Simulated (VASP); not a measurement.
# Fe (Im-3m) in VASP: a series of runs, part 2 of 2

VASP 6.6.1.

## Step 4: Band structure, r2SCAN+rVV10, collinear spin, ferromagnetic start

This run uses another cell than the first one, of 11.61 Å³/atom, 1.026 times its volume.

Contents of INCAR:

```
ALGO = Normal
AMIX = 0.2
AMIX_MAG = 0.8
BMIX = 1E-4
BMIX_MAG = 1E-4
BPARAM = 11.95
CPARAM = 0.0093
EDIFF = 1E-6
ENCUT = 520
ICORELEVEL = 1
ISIF = 2
ISMEAR = 1
ISPIN = 2
IVDW_NL = 2
LASPH = True
LCHARG = False
LMAXMIX = 4
LMIXTAU = True
LORBIT = 11
LREAL = False
LUSE_VDW = True
LWAVE = False
MAGMOM = 4
METAGGA = R2SCAN
NBANDS = 14
NELM = 150
PREC = Accurate
SIGMA = 0.1
```

Contents of KPOINTS:

```
k-points
0
Gamma
  18 18 18
```

Contents of POSCAR:

```
Fe                                      
1.0
   -1.4266528690      1.4266528690      1.4266528690
    1.4266528690     -1.4266528690      1.4266528690
    1.4266528690      1.4266528690     -1.4266528690
  Fe            
     1
Direct
     0.0000000000000000    0.0000000000000000    0.0000000000000000
```

Contents of KPOINTS_OPT:

```
explicit points
64
Reciprocal
 0.0000000000  0.0000000000  0.0000000000 1
 0.0555555556 -0.0555555556  0.0555555556 1
 0.1111111111 -0.1111111111  0.1111111111 1
 0.1666666667 -0.1666666667  0.1666666667 1
 0.2222222222 -0.2222222222  0.2222222222 1
 0.2777777778 -0.2777777778  0.2777777778 1
 0.3333333333 -0.3333333333  0.3333333333 1
 0.3888888889 -0.3888888889  0.3888888889 1
 0.4444444444 -0.4444444444  0.4444444444 1
 0.5000000000 -0.5000000000  0.5000000000 1
 0.5000000000 -0.5000000000  0.5000000000 1
 0.4444444444 -0.4444444444  0.5000000000 1
 0.3888888889 -0.3888888889  0.5000000000 1
 0.3333333333 -0.3333333333  0.5000000000 1
 0.2777777778 -0.2777777778  0.5000000000 1
 0.2222222222 -0.2222222222  0.5000000000 1
 0.1666666667 -0.1666666667  0.5000000000 1
 0.1111111111 -0.1111111111  0.5000000000 1
 0.0555555556 -0.0555555556  0.5000000000 1
 0.0000000000  0.0000000000  0.5000000000 1
 0.0000000000  0.0000000000  0.5000000000 1
 0.0000000000  0.0000000000  0.4444444444 1
 0.0000000000  0.0000000000  0.3888888889 1
 0.0000000000  0.0000000000  0.3333333333 1
 0.0000000000  0.0000000000  0.2777777778 1
 0.0000000000  0.0000000000  0.2222222222 1
 0.0000000000  0.0000000000  0.1666666667 1
 0.0000000000  0.0000000000  0.1111111111 1
 0.0000000000  0.0000000000  0.0555555556 1
 0.0000000000  0.0000000000  0.0000000000 1
 0.0000000000  0.0000000000  0.0000000000 1
 0.0277777778  0.0277777778  0.0277777778 1
 0.0555555556  0.0555555556  0.0555555556 1
 0.0833333333  0.0833333333  0.0833333333 1
 0.1111111111  0.1111111111  0.1111111111 1
 0.1388888889  0.1388888889  0.1388888889 1
 0.1666666667  0.1666666667  0.1666666667 1
 0.1944444444  0.1944444444  0.1944444444 1
 0.2222222222  0.2222222222  0.2222222222 1
 0.2500000000  0.2500000000  0.2500000000 1
 0.2500000000  0.2500000000  0.2500000000 1
 0.2777777778  0.1666666667  0.2777777778 1
 0.3055555556  0.0833333333  0.3055555556 1
 0.3333333333  0.0000000000  0.3333333333 1
 0.3611111111 -0.0833333333  0.3611111111 1
 0.3888888889 -0.1666666667  0.3888888889 1
 0.4166666667 -0.2500000000  0.4166666667 1
 0.4444444444 -0.3333333333  0.4444444444 1
 0.4722222222 -0.4166666667  0.4722222222 1
 0.5000000000 -0.5000000000  0.5000000000 1
 0.2500000000  0.2500000000  0.2500000000 1
 0.2222222222  0.2222222222  0.2777777778 1
 0.1944444444  0.1944444444  0.3055555556 1
 0.1666666667  0.1666666667  0.3333333333 1
 0.1388888889  0.1388888889  0.3611111111 1
 0.1111111111  0.1111111111  0.3888888889 1
 0.0833333333  0.0833333333  0.4166666667 1
 0.0555555556  0.0555555556  0.4444444444 1
 0.0277777778  0.0277777778  0.4722222222 1
 0.0000000000  0.0000000000  0.5000000000 1
 0.0000000000  0.0000000000  0.0000000000 1
 0.5000000000 -0.5000000000  0.5000000000 1
 0.2500000000  0.2500000000  0.2500000000 1
 0.0000000000  0.0000000000  0.5000000000 1
```

Command:

```bash
$ cat potpaw_PBE.64/Fe/POTCAR > POTCAR
$ mpirun -np 1 vasp_std > vasp.out
```

Wall time 3.3 min (1 thread of Intel Xeon Platinum 8488C (Sapphire Rapids), shared host); peak memory 0.22 GiB.

Results (log left out):

| Item | Value |
| --- | --- |
| Free energy | -14.1794 eV |
| Pressure | 0.2 GPa |
| Band gap along the path | none (metal or under the smearing width) |
| Net moment | 2.62 μB per cell |
| Site moments | Fe +2.69 μB |
| Valence electrons inside the program's atomic spheres | Fe 7.23 |

Levels at the corners of the path, in eV from the Fermi level:
Spin up:
```csv
point,band 1,band 2,band 3,band 4,band 5,band 6,band 7,band 8,band 9,band 10
Γ,-8.55,-3.04,-3.04,-3.04,-1.81,-1.81,25.80,25.80,25.80,30.73
H,-5.33,-5.33,-0.71,-0.71,-0.71,10.07,10.07,10.07,15.68,15.68
H,-5.33,-5.33,-0.71,-0.71,-0.71,10.07,10.07,10.07,15.68,15.68
N,-5.39,-4.05,-1.77,-1.65,-0.45,0.58,7.04,18.94,20.46,23.63
N,-5.39,-4.05,-1.77,-1.65,-0.45,0.58,7.04,18.94,20.46,23.63
Γ,-8.55,-3.04,-3.04,-3.04,-1.81,-1.81,25.80,25.80,25.80,30.73
Γ,-8.55,-3.04,-3.04,-3.04,-1.81,-1.81,25.80,25.80,25.80,30.73
P,-3.80,-3.80,-3.80,-1.61,-1.61,8.55,8.55,8.55,10.82,40.04
P,-3.80,-3.80,-3.80,-1.61,-1.61,8.55,8.55,8.55,10.82,40.04
H,-5.33,-5.33,-0.71,-0.71,-0.71,10.07,10.07,10.07,15.68,15.68
P,-3.80,-3.80,-3.80,-1.61,-1.61,8.55,8.55,8.55,10.82,40.04
N,-5.39,-4.05,-1.77,-1.65,-0.45,0.58,7.04,18.94,20.46,23.63
```
Spin down:
```csv
point,band 1,band 2,band 3,band 4,band 5,band 6,band 7
Γ,-9.18,0.35,0.35,0.35,2.59,2.59,25.43
H,-2.73,-2.73,3.14,3.14,3.14,10.41,10.41
H,-2.73,-2.73,3.14,3.14,3.14,10.41,10.41
N,-3.56,-1.09,0.01,2.42,2.89,3.45,9.31
N,-3.56,-1.09,0.01,2.42,2.89,3.45,9.31
Γ,-9.18,0.35,0.35,0.35,2.59,2.59,25.43
Γ,-9.18,0.35,0.35,0.35,2.59,2.59,25.43
P,-1.62,-1.62,-1.62,2.94,2.94,9.79,9.79
P,-1.62,-1.62,-1.62,2.94,2.94,9.79,9.79
H,-2.73,-2.73,3.14,3.14,3.14,10.41,10.41
P,-1.62,-1.62,-1.62,2.94,2.94,9.79,9.79
N,-3.56,-1.09,0.01,2.42,2.89,3.45,9.31
```

Core levels (eV, on the scale of the bands):
```csv
atom,levels
1 Fe,"1s -7041.3, 2s -824.9, 2p -704.7, 3s -87.8, 3p -53.2"
```

Caveat: the PAW data sets were made with another functional, which shifts forces and pressure a little; pairwise dispersion overbinds metals, which lowers pressure and volume.

## Step 5: Band structure, RPBE, collinear spin, ferromagnetic start

This run uses another cell than the first one, of 11.69 Å³/atom, 1.032 times its volume.

Contents of INCAR:

```
SYSTEM = Fe
  ALGO = Normal
  AMIX = 0.2
  AMIX_MAG = 0.8
  BMIX = 1E-4
  BMIX_MAG = 1E-4
  EDIFF = 1E-6
  ENCUT = 520
  GGA = RP
  ICORELEVEL = 1
  ISIF = 2
  ISMEAR = 1
  ISPIN = 2
  LASPH = .TRUE.
  LCHARG = .FALSE.
  LMAXMIX = 4
  LORBIT = 11
  LREAL = .FALSE.
  LWAVE = .FALSE.
  MAGMOM = 4
  NBANDS = 14
  NELM = 150
  PREC = Accurate
  SIGMA = 0.1
```

Contents of KPOINTS:

```
k-points
0
G
  18 18 18
  0 0 0
```

Contents of POSCAR:

```
Fe                                      
1.0
   -1.4297866491      1.4297866491      1.4297866491
    1.4297866491     -1.4297866491      1.4297866491
    1.4297866491      1.4297866491     -1.4297866491
  Fe            
     1
Direct
     0.0000000000000000    0.0000000000000000    0.0000000000000000
```

Contents of KPOINTS_OPT:

```
explicit points
124
Reciprocal
 0.0000000000  0.0000000000  0.0000000000 1
 0.0263157895 -0.0263157895  0.0263157895 1
 0.0526315789 -0.0526315789  0.0526315789 1
 0.0789473684 -0.0789473684  0.0789473684 1
 0.1052631579 -0.1052631579  0.1052631579 1
 0.1315789474 -0.1315789474  0.1315789474 1
[... 116 lines left out ...]
 0.2500000000  0.2500000000  0.2500000000 1
 0.0000000000  0.0000000000  0.5000000000 1
```

Potentials or basis: VASP PAW PBE potentials, release 64 (Fe).

Command:

```bash
$ cat potpaw_PBE.64/Fe/POTCAR > POTCAR
$ mpirun -np 1 vasp_std > vasp.out
```

OUTCAR:

```text
SYSTEM = Fe
   AMIX = 0.2
   AMIX_MAG = 0.8
   EDIFF = 1E-6
   ENCUT = 520
   GGA = RP
   ISIF = 2
   ISMEAR = 1
   ISPIN = 2
   LASPH = .TRUE.
   LORBIT = 11
   LREAL = .FALSE.
   NELM = 150
   PREC = Accurate

 ion  position               nearest neighbor table
   1  0.000  0.000  0.000-

  LATTYP: Found a body centered cubic cell.
 ALAT       =     2.8595732982

  Lattice vectors:

 A1 = (  -1.4297866491,   1.4297866491,   1.4297866491)
 A2 = (   1.4297866491,  -1.4297866491,   1.4297866491)
 A3 = (   1.4297866491,   1.4297866491,  -1.4297866491)

Analysis of symmetry for initial positions (statically):
=====================================================================
 Subroutine PRICEL returns:
 Original cell was already a primitive cell.

 Routine SETGRP: Setting up the symmetry group for a
 body centered cubic supercell.

 Subroutine GETGRP returns: Found 48 space group operations
 (whereof 48 operations were pure point group operations)
 out of a pool of 48 trial point group operations.

The static configuration has the point symmetry O_h .

Analysis of symmetry for dynamics (positions and initial velocities):
=====================================================================
 Subroutine PRICEL returns:
 Original cell was already a primitive cell.

 Routine SETGRP: Setting up the symmetry group for a
 body centered cubic supercell.

 Subroutine GETGRP returns: Found 48 space group operations
 (whereof 48 operations were pure point group operations)
 out of a pool of 48 trial point group operations.

The dynamic configuration has the point symmetry O_h .

Analysis of structural, dynamic, and magnetic symmetry:
=====================================================================
 Subroutine PRICEL returns:
 Original cell was already a primitive cell.

 Routine SETGRP: Setting up the symmetry group for a
 body centered cubic supercell.

 Subroutine GETGRP returns: Found 48 space group operations
 (whereof 48 operations were pure point group operations)
 out of a pool of 48 trial point group operations.

[... 161 lines left out ...]
      1      -2.5655      1.00000
      2       3.3868      1.00000
      3       3.3868      1.00000
      4       3.3868      1.00000
      5       4.5260      1.00000
      6       4.5260      1.00000
      7      30.4048      0.00000
      8      30.4048      0.00000
      9      30.4048      0.00000
     10      35.3114      0.00000
     11      35.3114      0.00000
     12      37.4943      0.00000
     13      37.4943      0.00000
     14      37.4943      0.00000
[... 257 lines left out ...]
  band No.  band energies     occupation
      1       0.9366      1.00000
      2       2.4348      1.00000
      3       4.3470      1.00000
      4       4.6148      1.00000
      5       5.1102      1.00000
      6       6.1847     -0.00000
      7      14.3126      0.00000
      8      23.5385      0.00000
      9      25.4686      0.00000
     10      29.4167      0.00000
     11      33.0908      0.00000
     12      38.8277      0.00000
     13      42.1699      0.00000

 Fermi energy:         5.6093043878

 spin component 2

 k-point     1 :       0.0000    0.0000    0.0000
  band No.  band energies     occupation
      1      -2.4695      1.00000
      2       5.3917      1.00434
      3       5.3918      1.00436
      4       5.3918      1.00437
      5       7.4084     -0.00000
      6       7.4086     -0.00000
      7      30.0339      0.00000
      8      30.0339      0.00000
      9      30.0339      0.00000
     10      35.4027      0.00000
     11      35.4027      0.00000
     12      38.0847      0.00000
     13      38.0847      0.00000
     14      38.0848      0.00000
[... 377 lines left out ...]
      1       2.3924      1.00000
      2       4.2053      1.00000
      3       5.3509      1.00079
      4       7.1992     -0.00000
      5       7.7367      0.00000
      6       8.9233      0.00000
      7      14.8174      0.00000
      8      22.0013      0.00000
      9      25.2903      0.00000
     10      30.4787      0.00000
     11      35.4816      0.00000
     12      37.8595      0.00000
     13      44.1180      0.00000
     14      46.9798      0.00000

 [... further k-points ...]
[... 5 lines left out ...]
  --------------------------------------------------------------------------------------
  -------------------------------------------------------------------------------------
  Total       -0.0016400     -0.0016400     -0.0016400      0.0000000     -0.0000000      0.0000000
  in kB       -0.2247347     -0.2247347     -0.2247347      0.0000000     -0.0000000      0.0000000
  external PRESSURE =      -0.2247347 kB  Pullay stress =       0.0000000 kB

 VOLUME and BASIS-vectors are now :
 -----------------------------------------------------------------------------
  energy-cutoff  :      520.00
  volume of cell :       11.69
      direct lattice vectors                 reciprocal lattice vectors
    -1.429786649  1.429786649  1.429786649     0.000000000  0.349702524  0.349702524
     1.429786649 -1.429786649  1.429786649     0.349702524  0.000000000  0.349702524
     1.429786649  1.429786649 -1.429786649     0.349702524  0.349702524  0.000000000

 POSITION                                       TOTAL-FORCE (eV/Angst)
 -----------------------------------------------------------------------------------
      0.00000      0.00000      0.00000         0.000000     -0.000000      0.000000
 -----------------------------------------------------------------------------------
    total drift:                                0.000000      0.000000      0.000000

  FREE ENERGIE OF THE ION-ELECTRON SYSTEM (eV)
  ---------------------------------------------------
  free  energy   TOTEN  =        -7.7581630436 eV

  energy  without entropy=       -7.7581695385  energy(sigma->0) =       -7.75816521

 total charge

# of ion       s       p       d       tot
------------------------------------------
    1        0.474   0.517   6.214   7.204

 magnetization (x)

# of ion       s       p       d       tot
------------------------------------------
    1       -0.016  -0.064   2.322   2.242
```

OSZICAR:

```text
N       E                     dE             d eps       ncg     rms          rms(c)
DAV:   1     0.235731583306E+02    0.23573E+02   -0.40711E+03 12006   0.759E+02
DAV:   2    -0.713738152806E+01   -0.30711E+02   -0.27981E+02 11778   0.128E+02
[... 11 lines left out ...]
DAV:  14    -0.775816304363E+01   -0.20618E-06   -0.12073E-06  9770   0.111E-02
   1 F= -.77581630E+01 E0= -.77581652E+01  d E =0.649488E-05  mag=     2.2343
       N       E                     dE             ncg
DAV:   1     0.812699395095E+04   -0.34822E+05     7390
DAV:   2     0.430787323692E+04   -0.38191E+04     7340
DAV:   3     0.418875977190E+04   -0.11911E+03     8918
DAV:   4     0.418829815841E+04   -0.46161E+00     8084
DAV:   5     0.418829571290E+04   -0.24455E-02     8670
DAV:   6     0.418829569320E+04   -0.19700E-04     8012
DAV:   7     0.418829569301E+04   -0.18833E-06     6716
```

Run time: 30 s. Hardware: 1 thread of Intel Xeon 6975P-C (Granite Rapids), shared host; peak memory 0.19 GiB.

Results:

| Property | Result |
| --- | --- |
| Free energy | -7.7582 eV |
| Pressure | 0.0 GPa |
| Band gap along the path | none (metal or under the smearing width) |
| Net moment | 2.23 μB per cell |
| Site moments | Fe +2.24 μB |
| Valence electrons inside the program's atomic spheres | Fe 7.20 |

Levels at the corners of the path, in eV from the Fermi level:
Spin up:
```tsv
point	band 3	band 4	band 5	band 6	band 7	band 8
Γ	-2.22	-2.22	-1.08	-1.08	24.80	24.80
H	0.08	0.08	0.08	9.84	9.84	9.84
H	0.08	0.08	0.08	9.84	9.84	9.84
N	-1.02	-0.91	0.34	0.61	7.16	18.20
N	-1.02	-0.91	0.34	0.61	7.16	18.20
Γ	-2.22	-2.22	-1.08	-1.08	24.80	24.80
Γ	-2.22	-2.22	-1.08	-1.08	24.80	24.80
P	-3.10	-0.87	-0.87	8.49	8.49	8.49
P	-3.10	-0.87	-0.87	8.49	8.49	8.49
H	0.08	0.08	0.08	9.84	9.84	9.84
P	-3.10	-0.87	-0.87	8.49	8.49	8.49
N	-1.02	-0.91	0.34	0.61	7.16	18.20
```
Spin down:
```
point  band 1  band 2  band 3  band 4  band 5  band 6  band 7
    Γ   -8.08   -0.22   -0.22   -0.22    1.80    1.80   24.42
    H   -2.75   -2.75    2.37    2.37    2.37   10.04   10.04
    H   -2.75   -2.75    2.37    2.37    2.37   10.04   10.04
    N   -3.41   -1.46    0.63    1.65    2.05    2.66    8.55
    N   -3.41   -1.46    0.63    1.65    2.05    2.66    8.55
    Γ   -8.08   -0.22   -0.22   -0.22    1.80    1.80   24.42
    Γ   -8.08   -0.22   -0.22   -0.22    1.80    1.80   24.42
    P   -1.66   -1.66   -1.66    2.09    2.09    9.35    9.35
    P   -1.66   -1.66   -1.66    2.09    2.09    9.35    9.35
    H   -2.75   -2.75    2.37    2.37    2.37   10.04   10.04
    P   -1.66   -1.66   -1.66    2.09    2.09    9.35    9.35
    N   -3.41   -1.46    0.63    1.65    2.05    2.66    8.55
```

Core levels (eV, on the scale of the bands):
```tsv
atom	levels
1 Fe	1s -6986.2, 2s -807.3, 2p -686.1, 3s -81.1, 3p -47.2
```

Caveat: the PAW data sets were made with another functional, which shifts forces and pressure a little.

## Step 6: The runs side by side

| level | cell | pressure (GPa) | moment (μB) |
| --- | --- | --- | --- |
| PBE | Im-3m, 11.32 Å³/atom | 0.1 | 2.17 |
| PBE+D3(BJ) | Im-3m, 11.05 Å³/atom | 0.0 | 2.15 |
| r2SCAN+rVV10 | Im-3m, 11.61 Å³/atom | 0.2 | 2.62 |
| RPBE | Im-3m, 11.69 Å³/atom | 0.0 | 2.23 |

Alike in all rows: task band structure; potentials or basis VASP PAW PBE potentials, release 64 (Fe); spin collinear, ferromagnetic start; k mesh 18 × 18 × 18; cutoff (eV) 520; smearing methfessel-paxton 0.1 eV.

Caveats: pairwise dispersion overbinds metals, which lowers pressure and volume (some runs); the PAW data sets were made with another functional, which shifts forces and pressure a little (some runs).

Total energies depend on the potentials used, so only differences within one code and one set of settings carry meaning.
